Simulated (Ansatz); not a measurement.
**8 CH3Cl in a periodic box: molecular dynamics, part 1 of 2**

Aim: see how the packed molecules move, order and perhaps react. The start is relaxed first. Runs: 100 steps of 0.5 fs under a Langevin thermostat at 1000 K; 140 steps of 0.75 fs at constant energy, with velocities drawn for 1000 K. The molecules were packed at random to 0.701 g/cm³.

Program: Ansatz 0.2.0. Level of theory: DFT PBE+D3(BJ), plane waves, PAW, scalar-relativistic, no spin polarisation. These are calculated values, not measurements.

## 1. Starting point

The cell holds 40 atoms (C8H24Cl8): a = 9.854 Å, b = 9.854 Å, c = 9.854 Å, α = 90.00°, β = 90.00°, γ = 90.00°.

Its coordinates follow in the input file.

## 2. Relaxing the start

Contents of input.yaml:

```yaml
accuracy: low
crystal:
  lattice:
    - [9.853875, 0.0, 0.0]
    - [0.0, 9.853875, 0.0]
    - [0.0, 0.0, 9.853875]
  atoms:
    - { symbol: C, position: [0.0008587, 0.2592094, 0.1955634] }
    - { symbol: Cl, position: [0.0177932, 0.2467794, 0.3747056] }
    - { symbol: H, position: [0.0136699, 0.3647227, 0.1656157] }
    - { symbol: H, position: [0.0783776, 0.1967004, 0.1478404] }
    - { symbol: H, position: [-0.0995584, 0.223609, 0.1665279] }
    - { symbol: C, position: [0.1337792, 0.653508, 0.2417975] }
    - { symbol: Cl, position: [0.191604, 0.724704, 0.3971056] }
    - { symbol: H, position: [0.089074, 0.7335009, 0.1801807] }
    - { symbol: H, position: [0.2196235, 0.6085368, 0.18886] }
    - { symbol: H, position: [0.0581968, 0.5760783, 0.2638424] }
    - { symbol: C, position: [0.4564174, 0.1539291, 0.1861875] }
    - { symbol: Cl, position: [0.4112267, 0.300367, 0.281303] }
    - { symbol: H, position: [0.4986674, 0.1858067, 0.0892711] }
    - { symbol: H, position: [0.5314518, 0.0961111, 0.2429409] }
    - { symbol: H, position: [0.3660507, 0.0926437, 0.169695] }
    - { symbol: C, position: [0.9723778, 0.5120557, 0.8360817] }
    - { symbol: Cl, position: [0.8277603, 0.5557181, 0.9346341] }
    - { symbol: H, position: [0.9387909, 0.46349, 0.7427686] }
    - { symbol: H, position: [1.0288235, 0.604021, 0.8126234] }
    - { symbol: H, position: [1.0356605, 0.4426484, 0.8941503] }
    - { symbol: C, position: [0.3906736, 0.5099113, 0.6245938] }
    - { symbol: Cl, position: [0.4784343, 0.5927114, 0.4905214] }
    - { symbol: H, position: [0.4225412, 0.5538421, 0.7207633] }
    - { symbol: H, position: [0.2820899, 0.5243235, 0.6105971] }
    - { symbol: H, position: [0.4151149, 0.4022484, 0.6222813] }
    - { symbol: C, position: [0.9086374, 0.9304852, 0.3164402] }
    - { symbol: Cl, position: [0.8410971, 0.9888402, 0.4731763] }
    - { symbol: H, position: [0.915677, 1.0156826, 0.246541] }
    - { symbol: H, position: [1.008933, 0.8878767, 0.3343106] }
    - { symbol: H, position: [0.8415328, 0.8531371, 0.275109] }
    - { symbol: C, position: [0.7867366, 1.0038156, 0.8253654] }
    - { symbol: Cl, position: [0.8892937, 0.8662715, 0.7697157] }
    - { symbol: H, position: [0.6884911, 0.9646691, 0.8571367] }
    - { symbol: H, position: [0.836757, 1.0537468, 0.9102116] }
    - { symbol: H, position: [0.7738737, 1.074959, 0.7418957] }
    - { symbol: C, position: [0.8099334, 0.5700571, 0.3397285] }
    - { symbol: Cl, position: [0.873171, 0.5756206, 0.5085576] }
    - { symbol: H, position: [0.7596133, 0.6657271, 0.3171636] }
    - { symbol: H, position: [0.894414, 0.554504, 0.2703371] }
    - { symbol: H, position: [0.7381055, 0.4866262, 0.3311216] }
basis:
  ecutwfc: 420.0
kpoints:
  mp_grid: { grid: [1, 1, 1] }
hamiltonian:
  xc: pbe
  dispersion: d3bj
scf:
  occupations: { method: fermi_dirac, width: 0.05 }
  lower_state_search: "off"
relax:
  f_tol: 0.3
  max_steps: 15
  adjacent_minimum: "off"
```

Command:

```console
> ansatz run input.yaml --threads 1 --pin off --max-ram 3072MiB --backend cpu --events-out ev --progress --plain --runs-dir out
```

What it wrote:

```text
Warning: RAYON_NUM_THREADS=1 ignored (pool sized by the plan → 1); use --threads N
Engine: ansatz 0.2.0, aarch64-unknown-linux-gnu
Pseudopotentials: kind: paw
Pseudopotential: C, paw, valence charge 4, recommended cutoff 420 eV (normal), C.paw.azcp
Pseudopotential: Cl, paw, valence charge 7, recommended cutoff 420 eV (normal), Cl.paw.azcp
Pseudopotential: H, paw, valence charge 1, recommended cutoff 420 eV (normal), H.paw.azcp
Functional definition: PBE
  parameter kappa = 0.804
  parameter beta = 0.06672455060314922
  exchange = pbe_x(kappa = kappa, mu = beta*pi^2/3)
  correlation = pbe_c(beta = beta)
Crystal: 40 atoms, lattice volume = 956.800 Å³
Basis set: ecut = 420 eV, 18805 PW (Γ), exchange–correlation on 144×144×144 points (8 copies of the dense FFT grid, shifted against one another)
Bands: 96, of which v1, the nominal top of the filled ones, is band 56 counted from 1 (55 counted from 0)
Symmetry: 1 space group operations
Space group: P1 (ITA 1), of the structure as read, at distance tolerance 9.9e-5 Å
k-points: 1
Non-local potential: C, projectors of the file, l = 0: 2, l = 1: 2, l = 2: 1
Non-local potential: Cl, projectors of the file, l = 0: 2, l = 1: 2, l = 2: 2
Non-local potential: H, projectors of the file, l = 0: 2, l = 1: 1
PAW form: soft (Blöchl's): semilocal exchange-correlation on the pseudo side does not see the compensation charge
PAW one-centre angular grid: C, 110 points (default); XC on 64 Gauss nodes
PAW one-centre angular grid: Cl, 110 points (default); XC on 64 Gauss nodes
PAW one-centre angular grid: H, 110 points (default); XC on 64 Gauss nodes
Initial density: superposition of atomic densities (neutral atoms: chi_scale 0, normalization atom), corrected by the library's trained network
Initial wavefunctions: pseudopotential atomic-orbital guess
Functional: x = pbe(κ = 0.804, μ = 0.2195149727645171), c = pbe(β = 0.06672455060314922)
SCF iter   1: F=—  HF=-11034.884028 eV  |F-HF|=—  |Δ(HF+E_count)|=         —  Δρ=1.73e-3  dr2=9.72e-2  ethr=1.77e-3  ⟨swp⟩=6.0  Hψ=450  notcnv=0  defer=19
preconditioner: auto → Resta (q_TF=auto, 1.908 Å⁻¹)  ε∞=1.9  [insulator: Δε(μ)=4.770 eV  Ē_g=13.254 eV  σ=0.050 eV  W_gap=1.00  n_scr=92 (ndim 8)  ℏωp=12.7 eV  f_vac=0.452  D(μ)=0.00/eV (n_scr^D=0)  ε∞_Penn≈1.9]
SCF iter   2: F=—  HF=-11034.867768 eV  |F-HF|=—  |Δ(HF+E_count)|=   1.63e-2  Δρ=9.35e-4  dr2=2.41e-2  ethr=8.68e-5  ⟨swp⟩=2.0  Hψ=145  notcnv=0  defer=32
SCF iter   3: F=—  HF=-11034.871043 eV  |F-HF|=—  |Δ(HF+E_count)|=   3.28e-3  Δρ=5.20e-4  dr2=5.35e-3  ethr=2.15e-5  ⟨swp⟩=2.0  Hψ=117  notcnv=0  defer=32
SCF iter   4: F=—  HF=-11034.871211 eV  |F-HF|=—  |Δ(HF+E_count)|=   1.67e-4  Δρ=1.53e-4  dr2=5.31e-4  ethr=4.78e-6  ⟨swp⟩=2.0  Hψ=150  notcnv=0  defer=32
SCF iter   5: F=—  HF=-11034.871409 eV  |F-HF|=—  |Δ(HF+E_count)|=   1.98e-4  Δρ=4.31e-5  dr2=3.38e-5  ethr=4.74e-7  ⟨swp⟩=2.0  Hψ=109  notcnv=0  defer=32
SCF iter   6: F=-11034.871477 eV  HF=-11034.871468 eV  |F-HF|=8.60e-6  |Δ(HF+E_count)|=   5.97e-5  Δρ=1.45e-5  dr2=3.57e-6  ethr=3.02e-8  ⟨swp⟩=4.0  Hψ=240  notcnv=0
SCF 1 converged in 6 iterations: F = -11034.871477 eV  dr2 = 3.57e-6
relax step   1: F+E_penalty+E_count = -11034.87147699 eV  Δ(F+E_penalty+E_count) = +0.000e0 eV  max|allowed force component| = 2.991e-1 eV/Å  Δτ_max = 0.0000 Å  (6 SCF iters, dr2 threshold 1.00e-4 eV, accepted)
Initial density: handed on by an earlier stage of this run
Initial wavefunctions: those handed on with the density
iter 1 solved again at ethr=3.20e-9 eV; its pass at ethr=3.10e-3 eV (dr2=3.58e-6 eV) is discarded
SCF iter   1: F=—  HF=-11034.871464 eV  |F-HF|=—  |Δ(HF+E_count)|=         —  Δρ=1.45e-5  dr2=3.57e-6  ethr=3.20e-9  ⟨swp⟩=1.0  Hψ=232  notcnv=0  defer=32
preconditioner: auto → Resta (q_TF=auto, 1.908 Å⁻¹)  ε∞=1.9  [insulator: Δε(μ)=4.597 eV  Ē_g=13.201 eV  σ=0.050 eV  W_gap=1.00  n_scr=92 (ndim 8)  ℏωp=12.7 eV  f_vac=0.454  D(μ)=0.00/eV (n_scr^D=0)  ε∞_Penn≈1.9  vacuum switching on, ρ_ref=1.3e-2 e/Å³]
SCF iter   2: F=—  HF=-11034.871474 eV  |F-HF|=—  |Δ(HF+E_count)|=   1.04e-5  Δρ=6.18e-6  dr2=7.37e-7  ethr=3.19e-9  ⟨swp⟩=2.0  Hψ=104  notcnv=0  defer=32
SCF iter   3: F=-11034.871478 eV  HF=-11034.871478 eV  |F-HF|=1.39e-7  |Δ(HF+E_count)|=   3.52e-6  Δρ=2.35e-6  dr2=8.56e-8  ethr=8.93e-11  ⟨swp⟩=3.0  Hψ=307  notcnv=0
SCF 2 converged in 3 iterations: F = -11034.871478 eV  dr2 = 8.56e-8
relax step   2: F+E_penalty+E_count = -11034.87147805 eV  Δ(F+E_penalty+E_count) = -1.056e-6 eV  max|allowed force component| = 2.990e-1 eV/Å  Δτ_max = 0.0000 Å  (3 SCF iters, accepted)
SCF converged after 3 iterations
Free energy (F): -11034.871478 eV
Harris-Foulkes:  -11034.871478 eV  (|F-HF|=1.39e-7)
Internal energy: -11034.871478 eV  (E = F + TS)
E sigma→0 (E₀):  -11034.871478 eV
Fermi energy:    -0.932435 eV
--- Per-component energies (eV) ---
  E_band       = -1008.295803
  E_kinetic    = 2345.439627
  E_local      = -8700.485078  (includes V_loc(G=0)·N_el)
  E_nonlocal   = 487.062585
  E_hartree    = 3314.984072
  E_xc         = -1453.060839
  E_vxc        = -1723.976183  (∫ρ·V_xc dr)
  E_paw        = -6082.632264  (= ΣΔE_a)
  E_vpaw       = -46.267698  (= ΣTr[D̂ρ^β])
  E_aug_tail   = -0.032975  (compensation charges beyond the density's cutoff)
  E_ewald      = -944.658054
  E_disp       = -1.488552  (pairwise vdW)
  E_smearing   = -0.000000  (= −TS)
  E_closure    = 0.000000  (closes the sum)
  Σ components = -11034.871478   (vs F -11034.871478, Δ=0.00e0)
--- Forces (eV/Å), atoms counted from 1 ---
  atom   1  C      0.08456885     0.05809452     0.03585562
  atom   2  Cl     0.20568366     0.26223860    -0.00388924
  atom   3  H      0.00123677     0.16273141    -0.10547282
  atom   4  H      0.18011366    -0.09784185    -0.07807109
  atom   5  H     -0.22727356     0.00560884    -0.05295512
  atom   6  C      0.17908077    -0.03653200    -0.03913169
  atom   7  Cl    -0.05827143     0.16019084    -0.02516445
  atom   8  H     -0.10859875     0.13186887    -0.12684258
  atom   9  H      0.20420458    -0.08705024    -0.05042578
  atom  10  H      0.18047546    -0.05452057     0.08836696
  atom  11  C      0.01037439    -0.09050229    -0.04794522
  atom  12  Cl    -0.01547256     0.21107953     0.07550260
  atom  13  H      0.07313415     0.09147745    -0.17973776
  atom  14  H      0.12593137    -0.09499660     0.14898357
  atom  15  H     -0.16393571    -0.12277995    -0.00127852
  atom  16  C      0.11915583    -0.08176418    -0.07629319
  atom  17  Cl    -0.18887485    -0.08479507     0.23445735
  atom  18  H     -0.07300567    -0.07279298    -0.10636536
  atom  19  H      0.05482339     0.20485050    -0.03302435
  atom  20  H      0.10767549    -0.12942123     0.15107564
  atom  21  C     -0.00745851    -0.05123821     0.06864146
  atom  22  Cl     0.29616634    -0.03117920     0.02301007
  atom  23  H      0.11397508     0.10677254     0.14952389
  atom  24  H     -0.22876427     0.06305975    -0.11951382
  atom  25  H      0.06523501    -0.18606202    -0.05669234
  atom  26  C     -0.05724033     0.07533662    -0.09813391
  atom  27  Cl    -0.29895422    -0.14977010    -0.16197543
  atom  28  H     -0.02975171     0.08762497    -0.08196899
  atom  29  H      0.11705729    -0.01375003     0.15277741
  atom  30  H     -0.12999556    -0.07788957    -0.05212877
  atom  31  C      0.00960319    -0.01573131     0.04155810
  atom  32  Cl     0.16429953    -0.09481091     0.25493765
  atom  33  H     -0.17274779    -0.10593469     0.04363420
  atom  34  H      0.10783516     0.10070609     0.15835585
  atom  35  H     -0.00330531     0.12912697    -0.18739848
  atom  36  C     -0.19223353    -0.16920538     0.04129259
  atom  37  Cl    -0.03232130     0.04726797     0.04592928
  atom  38  H     -0.10609340     0.11425040     0.02137814
  atom  39  H     -0.15943085    -0.03556679    -0.08149231
  atom  40  H     -0.14678313    -0.12817500     0.03098230
  max |Σ_I F_I| component: 3.61e-4 eV/Å
--- Relaxed structure (2 steps of the walk, 2 accepted, 0 SCFs on fresh bases) ---
  F+E_penalty+E_count = -11034.87147805 eV   max|allowed force component| = 2.990e-1 eV/Å
  atoms:
    - { symbol: C, position: [0.0008587000000000001, 0.2592094, 0.1955634] }
    - { symbol: Cl, position: [0.0177932, 0.24677940000000004, 0.3747056000000001] }
    - { symbol: H, position: [0.0136699, 0.3647227, 0.1656157] }
    - { symbol: H, position: [0.0783776, 0.1967004, 0.1478404] }
    - { symbol: H, position: [-0.0995584, 0.22360900000000003, 0.1665279] }
    - { symbol: C, position: [0.1337792, 0.653508, 0.2417975] }
    - { symbol: Cl, position: [0.191604, 0.7247040000000001, 0.3971056] }
    - { symbol: H, position: [0.089074, 0.7335009, 0.1801807] }
    - { symbol: H, position: [0.21962350000000003, 0.6085368, 0.18886] }
    - { symbol: H, position: [0.0581968, 0.5760783, 0.2638424] }
    - { symbol: C, position: [0.4564174, 0.1539291, 0.1861875] }
    - { symbol: Cl, position: [0.4112267, 0.300367, 0.2813030000000001] }
    - { symbol: H, position: [0.4986674, 0.1858067, 0.0892711] }
    - { symbol: H, position: [0.5314518, 0.09611110000000002, 0.2429409] }
    - { symbol: H, position: [0.3660507, 0.0926437, 0.169695] }
    - { symbol: C, position: [0.9723778, 0.5120557, 0.8360817] }
    - { symbol: Cl, position: [0.8277603, 0.5557181, 0.9346341000000001] }
    - { symbol: H, position: [0.9387909, 0.46349, 0.7427686] }
    - { symbol: H, position: [1.0288235, 0.604021, 0.8126234000000001] }
    - { symbol: H, position: [1.0356605, 0.4426484, 0.8941503] }
    - { symbol: C, position: [0.3906736, 0.5099113000000001, 0.6245938] }
    - { symbol: Cl, position: [0.4784343, 0.5927114, 0.4905214] }
    - { symbol: H, position: [0.4225412, 0.5538421, 0.7207633] }
    - { symbol: H, position: [0.2820899, 0.5243235, 0.6105971] }
    - { symbol: H, position: [0.4151149, 0.4022484, 0.6222813] }
    - { symbol: C, position: [0.9086374, 0.9304852, 0.3164402] }
    - { symbol: Cl, position: [0.8410971, 0.9888402, 0.4731763] }
    - { symbol: H, position: [0.9156770000000001, 1.0156826, 0.246541] }
    - { symbol: H, position: [1.008933, 0.8878767000000001, 0.3343106] }
    - { symbol: H, position: [0.8415328, 0.8531371000000001, 0.275109] }
    - { symbol: C, position: [0.7867366, 1.0038156, 0.8253654] }
    - { symbol: Cl, position: [0.8892936999999999, 0.8662715, 0.7697157] }
    - { symbol: H, position: [0.6884911, 0.9646691000000001, 0.8571367] }
    - { symbol: H, position: [0.836757, 1.0537468, 0.9102115999999999] }
    - { symbol: H, position: [0.7738737, 1.074959, 0.7418957] }
    - { symbol: C, position: [0.8099334, 0.5700571, 0.3397285] }
    - { symbol: Cl, position: [0.8731710000000001, 0.5756206, 0.5085576] }
    - { symbol: H, position: [0.7596133, 0.6657271000000001, 0.3171636] }
    - { symbol: H, position: [0.894414, 0.554504, 0.27033710000000005] }
    - { symbol: H, position: [0.7381055, 0.4866262, 0.3311216] }
```

Wall time 11 s (1 thread of Arm Neoverse V1, shared host); peak memory 0.68 GiB.

Step by step:

| step | energy from step 1 (eV/cell) | largest force component (eV/Å) |
| --- | --- | --- |
| 1 | 0.0000 | 0.2991 |
| 2 | 0.0000 | 0.2990 |

Step 1 is the start. Step 2 solves the same geometry again.

## 3. Run 1

100 steps of 0.5 fs under a Langevin thermostat at 1000 K, from the relaxed start.

input.yaml, as its differences from that of step 2:

```diff
@@ -57,5 +57,9 @@
   lower_state_search: "off"
-relax:
-  f_tol: 0.3
-  max_steps: 15
-  adjacent_minimum: "off"
+md:
+  timestep: 0.5
+  n_steps: 100
+  ensemble: nvt_langevin
+  temperature: 1000.0
+  initial_velocities: maxwell_boltzmann
+  seed: 625445
+  friction: 0.02
```

Command:

```console
> ansatz run input.yaml --threads 1 --pin off --max-ram 3072MiB --backend cpu --events-out ev --progress --plain --runs-dir out
```

What it wrote, cut to the lines that bear on the results:

```text
Warning: md: disabling space-group detection — thermal motion breaks the input geometry's symmetry, so no spatial operation reduces the k-mesh or symmetrises the density; time reversal is kept, so that k and −k are solved as one point where they differ and the mesh holds both, and exact [...]
Warning: RAYON_NUM_THREADS=1 ignored (pool sized by the plan → 1); use --threads N
[...]
[... 5 set-up lines as earlier in the session ...]
[...]
Crystal: 40 atoms, lattice volume = 956.800 Å³
Basis set: ecut = 420 eV, 18805 PW (Γ), exchange–correlation on 144×144×144 points (8 copies of the dense FFT grid, shifted against one another)
Bands: 96, of which v1, the nominal top of the filled ones, is band 56 counted from 1 (55 counted from 0)
[... 1 set-up line as earlier in the session ...]
k-points: 1
[...]
SCF iter   1: F=—  HF=-11034.884028 eV  |F-HF|=—  |Δ(HF+E_count)|=         —  Δρ=1.73e-3  dr2=9.72e-2  ethr=1.77e-3  ⟨swp⟩=6.0  Hψ=450  notcnv=0  defer=19
[...]
md step     0: t =     0.00 fs  T =   975.0 K  F+E_penalty+E_count = -11034.87147808 eV  E_kin = 5.041140 eV  (9 SCF iters)
[...]
md step     6: t =     3.00 fs  T =   745.7 K  F+E_penalty+E_count = -11033.35799938 eV  E_kin = 3.855806 eV  (5 SCF iters, 3 dispersion substeps)
md step     7: t =     3.50 fs  T =   756.7 K  F+E_penalty+E_count = -11033.33497226 eV  E_kin = 3.912392 eV  (5 SCF iters, 3 dispersion substeps)
```

## 4. The log goes on: dynamics from the start

Output, continued, cut to the lines that bear on the results:

```text
md step     8: t =     4.00 fs  T =   714.7 K  F+E_penalty+E_count = -11033.30905470 eV  E_kin = 3.695318 eV  (5 SCF iters, 3 dispersion substeps)
[...]
md step    23: t =    11.50 fs  T =   951.9 K  F+E_penalty+E_count = -11033.62177275 eV  E_kin = 4.921938 eV  (5 SCF iters, 3 dispersion substeps)
[...]
md step    38: t =    19.00 fs  T =   748.6 K  F+E_penalty+E_count = -11032.60583542 eV  E_kin = 3.870470 eV  (6 SCF iters, 3 dispersion substeps)
[...]
md step    53: t =    26.50 fs  T =   648.1 K  F+E_penalty+E_count = -11032.37386239 eV  E_kin = 3.350716 eV  (5 SCF iters, 3 dispersion substeps)
[...]
md step    67: t =    33.50 fs  T =   845.4 K  F+E_penalty+E_count = -11032.68139071 eV  E_kin = 4.370977 eV  (6 SCF iters, 3 dispersion substeps)
[...]
md step    68: t =    34.00 fs  T =   831.5 K  F+E_penalty+E_count = -11032.64605661 eV  E_kin = 4.299048 eV  (6 SCF iters, 3 dispersion substeps)
[...]
--- Forces (eV/Å), atoms counted from 1 ---
  atom   1  C      1.88723913    -0.51645758    -0.74630180
  atom   2  Cl     0.63933556     0.52095718     0.62328602
  atom   3  H      0.83987438     1.99675813     0.16135415
  atom   4  H     -0.90213829    -0.55826979     0.37286956
  atom   5  H     -2.21656740    -0.95294716    -0.59423205
  atom   6  C      1.15778664    -2.90374609    -1.56850124
  atom   7  Cl    -0.08714915     1.10888246     1.35119186
  atom   8  H      0.08318135     0.21503963     0.13325373
[...]
--- MD trajectory: 100 steps, t = 0.0 → 50.0 fs ---
  final state: T = 977.9 K   F+E_penalty+E_count = -11032.34104448 eV   E_kin = 5.056348 eV
```

Wall time 9.2 min (1 thread of Arm Neoverse V1, shared host); peak memory 0.74 GiB.

## 5. The trajectory

One step in 8; energies are changes from step 0; msd is the mean square displacement from the start, the centre of mass held:

| time (fs) | T (K) | potential energy change (meV/atom) | msd H (Å²) | msd Cl (Å²) | msd C (Å²) |
| --- | --- | --- | --- | --- | --- |
| 0.0 | 975 | 0.0 | 0.000 | 0.000 | 0.000 |
| 4.0 | 715 | 39.1 | 0.019 | 0.002 | 0.002 |
| 8.0 | 610 | 62.1 | 0.037 | 0.007 | 0.007 |
| 12.0 | 904 | 33.0 | 0.050 | 0.014 | 0.013 |
| 16.0 | 768 | 48.9 | 0.090 | 0.024 | 0.022 |
| 20.0 | 740 | 56.8 | 0.142 | 0.033 | 0.033 |
| 24.0 | 747 | 54.3 | 0.198 | 0.044 | 0.046 |
| 28.0 | 753 | 57.6 | 0.257 | 0.056 | 0.059 |
| 32.0 | 832 | 61.1 | 0.304 | 0.068 | 0.069 |
| 36.0 | 710 | 63.4 | 0.382 | 0.080 | 0.077 |
| 40.0 | 753 | 59.1 | 0.463 | 0.092 | 0.084 |
| 44.0 | 922 | 54.8 | 0.542 | 0.106 | 0.093 |
| 48.0 | 862 | 67.0 | 0.659 | 0.122 | 0.109 |
| 50.0 | 978 | 63.3 | 0.726 | 0.129 | 0.120 |

time (fs), T (K) and a bar:
```
      0.0        975 ##############################
      2.0        789 #############
      4.5        692 #####
      6.5        641 
      8.5        636 
     11.0        945 ###########################
     13.0        816 ################
     15.0        773 ############
     17.5        726 ########
     19.5        739 #########
     21.5        862 ####################
     24.0        747 ##########
     26.0        635 
     28.5        787 #############
     30.5        787 #############
     32.5        867 ####################
     35.0        765 ###########
     37.0        694 #####
     39.0        753 ##########
     41.5        853 ###################
     43.5        927 ##########################
     45.5        921 #########################
     48.0        862 ####################
     50.0        978 ##############################
```

Pair distribution over the second half of the run:

| r (Å) | g H–H | g C–H | g Cl–H |
| --- | --- | --- | --- |
| 0.68 | 0.00 | 0.00 | 0.00 |
| 0.84 | 0.00 | 0.00 | 0.00 |
| 1.00 | 0.00 | 18.39 | 0.00 |
| 1.16 | 0.00 | 30.28 | 0.00 |
| 1.32 | 0.00 | 0.28 | 0.00 |
| 1.48 | 0.15 | 0.00 | 0.00 |
| 1.64 | 2.53 | 0.00 | 0.00 |
| 1.80 | 7.15 | 0.00 | 0.00 |
| 1.96 | 3.28 | 0.00 | 0.02 |
| 2.12 | 0.26 | 0.00 | 0.66 |
| 2.28 | 0.40 | 0.00 | 4.24 |
| 2.44 | 0.53 | 0.11 | 4.94 |
| 2.60 | 0.49 | 0.20 | 1.25 |
| 2.76 | 0.41 | 0.47 | 0.87 |
| 2.92 | 0.55 | 0.41 | 0.91 |
| 3.08 | 0.79 | 0.63 | 0.81 |
| 3.24 | 0.78 | 1.21 | 0.99 |
| 3.40 | 0.74 | 0.81 | 0.52 |
| 3.56 | 0.84 | 0.57 | 0.43 |
| 3.72 | 0.62 | 0.70 | 0.70 |
| 3.88 | 0.80 | 0.80 | 0.77 |
| 4.04 | 0.93 | 0.63 | 1.25 |
| 4.20 | 1.03 | 0.77 | 1.13 |
| 4.36 | 1.10 | 1.43 | 1.12 |
| 4.52 | 1.01 | 1.34 | 0.94 |
| 4.68 | 1.09 | 1.03 | 1.07 |
| 4.84 | 0.98 | 0.81 | 0.81 |

First peaks of g(r) (not always the tallest), and, where a minimum follows, the mean number of second-named atoms round a first-named one up to the next minimum:

| pair | peak (Å) | height | minimum (Å) | neighbours |
| --- | --- | --- | --- | --- |
| H–H | 1.80 | 7.1 | 2.20 | 2.1 |
| C–H | 1.08 | 37.0 | 1.40 | 3.0 |
| Cl–H | 2.36 | 5.7 | 3.48 | 5.2 |

(Continued in part 2 of 2.)
